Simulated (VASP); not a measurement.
# K2F (Fm-3m) in VASP: a series of runs

The runs below take K2F through single point, relaxation of cell and atoms, with PBE.

Everything below comes from runs of VASP 6.6.1. Logs are shortened: lines on timing, memory, paths and dates and some standing lists are left out, and cuts for length are marked.

## 1. The cell of the first run

It takes space group Fm-3m (No. 225, cubic). Conventional cell: a = 7.217 Å, b = 7.217 Å, c = 7.217 Å, α = 90.00°, β = 90.00°, γ = 90.00°. Around K (site symmetry -43m) lie 4 F at 3.13 Å. Around F (site symmetry m-3m) lie 8 K at 3.13 Å.

The cell was built by a generator and needn't be a form met in nature.

## 2. Single point, PBE (random cell by space group and Wyckoff sites (Fm-3m, No. 225))

The input, INCAR:

```
PREC = Accurate
ENCUT = 520
EDIFF = 1E-7
ISMEAR = 0
SIGMA = 0.1
LREAL = False
LASPH = True
NELM = 60
ALGO = Fast
ISIF = 2
LWAVE = False
LCHARG = False
GGA = PE
NBANDS = 20
```

The input, KPOINTS:

```
regular mesh
0
Gamma
  12 12 12
```

The input, POSCAR:

```
K2F
1.0
    0.0000000000      3.6085149907      3.6085149907
    3.6085149907      0.0000000000      3.6085149907
    3.6085149907      3.6085149907      0.0000000000
K F
2 1
Direct
    0.2500000000      0.2500000000      0.2500000000
    0.7500000000      0.7500000000      0.7500000000
    0.5000000000      0.5000000000      0.5000000000
```

Potentials or basis: VASP PAW PBE potentials, release 64 (K_sv, F).

The run is started by

```
$ cat potpaw_PBE.64/K_sv/POTCAR potpaw_PBE.64/F/POTCAR > POTCAR
$ mpirun -np 1 vasp_std > vasp.out
```

OUTCAR:

```text
PREC = Accurate
   ENCUT = 520
   EDIFF = 1E-7
   ISMEAR = 0
   LREAL = False
   LASPH = True
   NELM = 60
   ISIF = 2
   GGA = PE

 ion  position               nearest neighbor table
   1  0.250  0.250  0.250-   2 3.61   2 3.61   2 3.61   2 3.61   2 3.61   2 3.61
   2  0.750  0.750  0.750-   1 3.61   1 3.61   1 3.61   1 3.61   1 3.61   1 3.61
   3  0.500  0.500  0.500-

  LATTYP: Found a face centered cubic cell.
 ALAT       =     7.2170299814

  Lattice vectors:

 A1 = (   0.0000000000,   3.6085149907,   3.6085149907)
 A2 = (   3.6085149907,   0.0000000000,   3.6085149907)
 A3 = (   3.6085149907,   3.6085149907,   0.0000000000)

Analysis of symmetry for initial positions (statically):
=====================================================================
 Subroutine PRICEL returns:
 Original cell was already a primitive cell.

 Routine SETGRP: Setting up the symmetry group for a
 face centered cubic supercell.

 Subroutine GETGRP returns: Found 48 space group operations
 (whereof 48 operations were pure point group operations)
 out of a pool of 48 trial point group operations.

The static configuration has the point symmetry O_h .

Analysis of symmetry for dynamics (positions and initial velocities):
=====================================================================
 Subroutine PRICEL returns:
 Original cell was already a primitive cell.

 Routine SETGRP: Setting up the symmetry group for a
 face centered cubic supercell.

 Subroutine GETGRP returns: Found 48 space group operations
 (whereof 48 operations were pure point group operations)
 out of a pool of 48 trial point group operations.

The dynamic configuration has the point symmetry O_h .

 Subroutine INISYM returns: Found 48 space group operations
 (whereof 48 operations are pure point group operations),
 and found     1 'primitive' translations

----------------------------------------------------------------------------------------

                                     Primitive cell

  volume of cell :      93.9757

  direct lattice vectors                    reciprocal lattice vectors
     0.000000000  3.608514991  3.608514991    -0.138561154  0.138561154  0.138561154
     3.608514991  0.000000000  3.608514991     0.138561154 -0.138561154  0.138561154
     3.608514991  3.608514991  0.000000000     0.138561154  0.138561154 -0.138561154

  length of vectors
     5.103210840  5.103210840  5.103210840     0.239994958  0.239994958  0.239994958

  position of ions in fractional coordinates (direct lattice)
     0.250000000  0.250000000  0.250000000
     0.750000000  0.750000000  0.750000000
     0.500000000  0.500000000  0.500000000

  ion indices of the primitive-cell ions
   primitive index   ion index
                 1           1
                 2           2
                 3           3

----------------------------------------------------------------------------------------

 KPOINTS: regular mesh

Automatic generation of k-mesh.
 Grid dimensions read from file:
 generate k-points for:   12   12   12

 Generating k-lattice:

  Cartesian coordinates                     Fractional coordinates (reciprocal lattice)
    -0.011546763  0.011546763  0.011546763     0.083333333  0.000000000  0.000000000
     0.011546763 -0.011546763  0.011546763     0.000000000  0.083333333  0.000000000
     0.011546763  0.011546763 -0.011546763     0.000000000  0.000000000  0.083333333

  Length of vectors
     0.019999580  0.019999580  0.019999580

  Shift w.r.t. Gamma in fractional coordinates (k-lattice)
     0.000000000  0.000000000  0.000000000

 Subroutine IBZKPT returns following result:
 ===========================================

 Found     72 irreducible k-points:

 Following reciprocal coordinates:
            Coordinates               Weight
  0.000000  0.000000  0.000000      1.000000
  0.083333  0.000000  0.000000      8.000000
  0.166667  0.000000  0.000000      8.000000
  0.250000  0.000000  0.000000      8.000000
  0.333333  0.000000  0.000000      8.000000
  0.416667  0.000000  0.000000      8.000000
[... 16 lines left out ...]
  0.500000  0.166667  0.000000     24.000000
 -0.416667  0.166667  0.000000     24.000000
 [... further k-points ...]
   k-points           NKPTS =     72   k-points in BZ     NKDIM =     72   number of bands    NBANDS=     20
   number of dos      NEDOS =    301   number of ions     NIONS =      3
   total plane-waves  NPLWV =  64000
   dimension x,y,z NGX =    40 NGY =   40 NGZ =   40
   dimension x,y,z NGXF=    80 NGYF=   80 NGZF=   80
   ions per type =               2   1
   NGX,Y,Z   is equivalent  to a cutoff of  13.03, 13.03, 13.03 a.u.
   NGXF,Y,Z  is equivalent  to a cutoff of  26.06, 26.06, 26.06 a.u.
 SYSTEM =  unknown system
   PREC   = accura    normal or accurate (medium, high low for compatibility)
   ISTART =      0    job   : 0-new  1-cont  2-samecut
   ICHARG =      2    charge: 1-file 2-atom 10-const
   ISPIN  =      1    spin polarized calculation?
   LNONCOLLINEAR =      F non collinear calculations
   LSORBIT =      F    spin-orbit coupling
   LASPH  =      T    aspherical Exc in radial PAW
   ENCUT  =  520.0 eV  38.22 Ry    6.18 a.u.   9.49  9.49  9.49*2*pi/ulx,y,z
   NELM   =     60;   NELMIN=  2; NELMDL= -5     # of ELM steps
   EDIFF  = 0.1E-06   stopping-criterion for ELM
   LREAL  =      F    real-space projection
   EDIFFG = 0.1E-05   stopping-criterion for IOM
   NSW    =      0    number of steps for IOM
   IBRION =     -1    ionic relax: 0-MD 1-quasi-New 2-CG
   NFREE  =      0    steps in history (QN), initial steepest desc. (CG)
   ISIF   =      2    stress and relaxation
   ISYM   =      2    0-nonsym 1-usesym 2-fastsym
   POTIM  = 0.5000    time-step for ionic-motion
   TEBEG  =    0.0;   TEEND  =   0.0 temperature during run
   PSTRESS=    0.0 pullay stress
   NELECT =      25.0000    total number of electrons
   NUPDOWN=      -1.0000    fix difference up-down
   EMIN   =  10.00;   EMAX   =-10.00  energy-range for DOS
   EFERMI =   0.00;   METHOD = LEGACY
   ISMEAR =     0;   SIGMA  =   0.10  broadening in eV -4-tet -1-fermi 0-gaus
   EFERMI_NEDOS =   21; number of points for ismear=-14 and -15
   IALGO  =     68    algorithm
   IMIX   =      4    mixing-type and parameters
     AMIX     =   0.40;   BMIX     =  1.00
     AMIX_MAG =   1.60;   BMIX_MAG =  1.00
  volume/ion in A,a.u.               =      31.33       211.39
  Fermi-wavevector in a.u.,A,eV,Ry     =   1.052890  1.989674 15.083110  1.108577
  Thomas-Fermi vector in A             =   2.187990
   LORBIT       =      0    0 simple, 1 ext, 2 COOP (PROOUT), +10 PAW based schemes
   GGA     = PE    functional components
   LHFCALC =     F    Hartree Fock is set to
   AEXX    =    0.0000 exact exchange contribution
   IVDW    =     0    specifies the selected vdW correction
   LEPSILON=     F    determine dielectric tensor
   LRPA    =     F    only Hartree local field effects (RPA)
 non-spin polarized calculation
 RMM-DIIS sequential band-by-band and
 Gauss-broadening in eV      SIGMA  =   0.10
  energy-cutoff  :      520.00
  volume of cell :       93.98
 maximum number of plane-waves:      2637
 NGX is ok and might be reduce to    40
   NGX = 19   NGY = 19   NGZ = 19

 number of electron      24.9999993 magnetization

 Free energy of the ion-electron system (eV)
  ---------------------------------------------------
  ext. energy  EPLUGINS =         0.00000000
  ---------------------------------------------------
  free energy    TOTEN  =        -8.20545618 eV

  energy without entropy =       -8.19802604  energy(sigma->0) =       -8.20174111

 E-fermi :   1.6725     XC(G=0):  -7.2742

 val. band max:        1.6411349412   @ k =   0.4167   0.3333   0.0000
 cond. band min:       1.6828451461   @ k =  -0.4167   0.0833   0.0000
 fundamental gap:      0.0417102049
 Fermi energy:         1.6725464042

 k-point     1 :       0.0000    0.0000    0.0000
  band No.  band energies     occupation
      1     -30.8772      2.00000
      2     -30.7720      2.00000
      3     -21.6543      2.00000
      4     -14.4482      2.00000
      5     -14.4482      2.00000
      6     -14.4482      2.00000
[... 12 lines left out ...]
     19       8.7551      0.00000
     20       8.7678      0.00000

 k-point     2 :       0.0833    0.0000    0.0000
  band No.  band energies     occupation
      1     -30.8753      2.00000
      2     -30.7737      2.00000
      3     -21.6542      2.00000
      4     -14.4455      2.00000
      5     -14.4439      2.00000
      6     -14.4439      2.00000
[... 12 lines left out ...]
     19       8.4990      0.00000
     20       8.5041      0.00000

 k-point     3 :       0.1667    0.0000    0.0000
  band No.  band energies     occupation
      1     -30.8698      2.00000
      2     -30.7787      2.00000
      3     -21.6556      2.00000
      4     -14.4370      2.00000
      5     -14.4314      2.00000
      6     -14.4314      2.00000
[... 12 lines left out ...]
     19       7.8832      0.00000
     20       8.0277      0.00000

 k-point     4 :       0.2500    0.0000    0.0000
  band No.  band energies     occupation
      1     -30.8611      2.00000
      2     -30.7868      2.00000
      3     -21.6573      2.00000
      4     -14.4214      2.00000
      5     -14.4112      2.00000
      6     -14.4112      2.00000
[... 12 lines left out ...]
     19       7.2542      0.00000
     20       7.5445      0.00000

 k-point     5 :       0.3333    0.0000    0.0000
  band No.  band energies     occupation
      1     -30.8499      2.00000
      2     -30.7974      2.00000
      3     -21.6592      2.00000
      4     -14.3980      2.00000
      5     -14.3841      2.00000
      6     -14.3841      2.00000
[... 12 lines left out ...]
     19       6.8221      0.00000
     20       7.1357      0.00000
[... 353 lines left out ...]
      6     -14.3535      2.00000
[... 12 lines left out ...]
     19       6.1512      0.00000
     20       7.7299      0.00000

 k-point    22 :       0.4167    0.1667    0.0000
  band No.  band energies     occupation
      1     -30.8436      2.00000
      2     -30.8031      2.00000
      3     -21.6607      2.00000
      4     -14.4446      2.00000
      5     -14.4399      2.00000
      6     -14.3948      2.00000
[... 12 lines left out ...]
     19       6.2044      0.00000
     20       7.3989      0.00000

 k-point    23 :       0.5000    0.1667    0.0000
  band No.  band energies     occupation
      1     -30.8319      2.00000
      2     -30.8144      2.00000
      3     -21.6616      2.00000
      4     -14.4393      2.00000
      5     -14.4126      2.00000
      6     -14.4097      2.00000
[... 12 lines left out ...]
     19       6.3969      0.00000
     20       7.0524      0.00000

 k-point    24 :      -0.4167    0.1667    0.0000
  band No.  band energies     occupation
      1     -30.8265      2.00000
      2     -30.8198      2.00000
      3     -21.6617      2.00000
      4     -14.4637      2.00000
      5     -14.3780      2.00000
      6     -14.3778      2.00000
[... 12 lines left out ...]
     19       6.5591      0.00000
     20       6.6319      0.00000

 [... further k-points ...]
[... 5 lines left out ...]
  --------------------------------------------------------------------------------------
  -------------------------------------------------------------------------------------
  Total       -0.0107632     -0.0107632     -0.0107632     -0.0000000     -0.0000000     -0.0000000
  in kB       -0.1835008     -0.1835008     -0.1835008     -0.0000000     -0.0000000     -0.0000000
  external PRESSURE =      -0.1835008 kB  Pullay stress =       0.0000000 kB

 VOLUME and BASIS-vectors are now :
 -----------------------------------------------------------------------------
  energy-cutoff  :      520.00
  volume of cell :       93.98
      direct lattice vectors                 reciprocal lattice vectors
     0.000000000  3.608514991  3.608514991    -0.138561154  0.138561154  0.138561154
     3.608514991  0.000000000  3.608514991     0.138561154 -0.138561154  0.138561154
     3.608514991  3.608514991  0.000000000     0.138561154  0.138561154 -0.138561154

 POSITION                                       TOTAL-FORCE (eV/Angst)
 -----------------------------------------------------------------------------------
      1.80426      1.80426      1.80426        -0.000000     -0.000000     -0.000000
      5.41277      5.41277      5.41277         0.000000      0.000000      0.000000
      3.60851      3.60851      3.60851        -0.000000      0.000000     -0.000000
 -----------------------------------------------------------------------------------
    total drift:                               -0.000000     -0.000000      0.000000

  FREE ENERGIE OF THE ION-ELECTRON SYSTEM (eV)
  ---------------------------------------------------
  free  energy   TOTEN  =        -8.2054561798 eV

  energy  without entropy=       -8.1980260368  energy(sigma->0) =       -8.20174111
```

Run time: 4.3 min. Hardware: 1 thread of Intel Xeon Platinum 8559C (Emerald Rapids), shared host; peak memory 0.31 GiB.

What came out:

| Item | Value |
| --- | --- |
| Free energy | -8.2055 eV |
| Pressure | 0.0 GPa |
| Band gap on the k mesh | none (metal or under the smearing width) |

Levels at points of the mesh, in eV from the Fermi level:
```tsv
k point	band 11	band 12	band 13	band 14	band 15	band 16
(0.00, 0.00, 0.00)	-5.07	-5.07	-1.88	2.80	2.80	2.99
(0.50, 0.00, 0.00)	-5.03	-5.03	0.12	1.22	3.19	3.19
(0.50, 0.50, 0.00)	-5.01	-5.01	0.32	1.33	2.85	2.97
```

Caveat: an odd number of electrons without spin polarisation forces a metal; a magnetic or distorted state may lie lower.

## 3. Relaxation of cell and atoms, PBE (random cell by space group and Wyckoff sites (Fm-3m, No. 225))

The input, INCAR:

```
ALGO = Fast
EDIFF = 1E-6
EDIFFG = -0.01
ENCUT = 600
GGA = PE
IBRION = 2
ISIF = 3
ISMEAR = 0
LASPH = T
LCHARG = F
LREAL = F
LWAVE = F
NELM = 100
NSW = 100
PREC = Accurate
SIGMA = 0.1
```

The input, KPOINTS:

```
k-points
0
Gamma
  12 12 12
```

POSCAR is that of step 2.

Potentials or basis: VASP PAW PBE potentials, release 64 (K_sv, F).

The run is started by

```
$ cat potpaw_PBE.64/K_sv/POTCAR potpaw_PBE.64/F/POTCAR > POTCAR
$ mpirun -np 1 vasp_std > vasp.out
```

Wall time 2.3 min (1 thread of Intel Xeon Platinum 8559C (Emerald Rapids), shared host); peak memory 0.31 GiB.

Results (log left out):

```yaml
Free_energy: -8.2072 eV
Pressure_after_relaxing: 0.0 GPa
Band_gap_on_the_k_mesh: none (metal or under the smearing width)
```

Final structure:
```
K F
1.0
     0.00000    3.60851    3.60851
     3.60851    0.00000    3.60851
     3.60851    3.60851    0.00000
K F
2 1
Direct
  0.25000 0.25000 0.25000
  0.75000 0.75000 0.75000
  0.50000 0.50000 0.50000
```

Levels at points of the mesh, in eV from the Fermi level:
| k point | band 11 | band 12 | band 13 | band 14 | band 15 | band 16 |
| --- | --- | --- | --- | --- | --- | --- |
| (0.00, 0.00, 0.00) | -5.07 | -5.07 | -1.88 | 2.82 | 2.95 | 2.99 |
| (0.50, 0.00, 0.00) | -5.04 | -5.04 | 0.12 | 1.22 | 3.19 | 3.19 |
| (0.50, 0.50, 0.00) | -5.01 | -5.01 | 0.32 | 1.33 | 2.85 | 2.97 |

Caveat: the relaxation stopped at its first step, so nothing moved; an odd number of electrons without spin polarisation forces a metal; a magnetic or distorted state may lie lower.

(Part 1 of 2 ends here.)
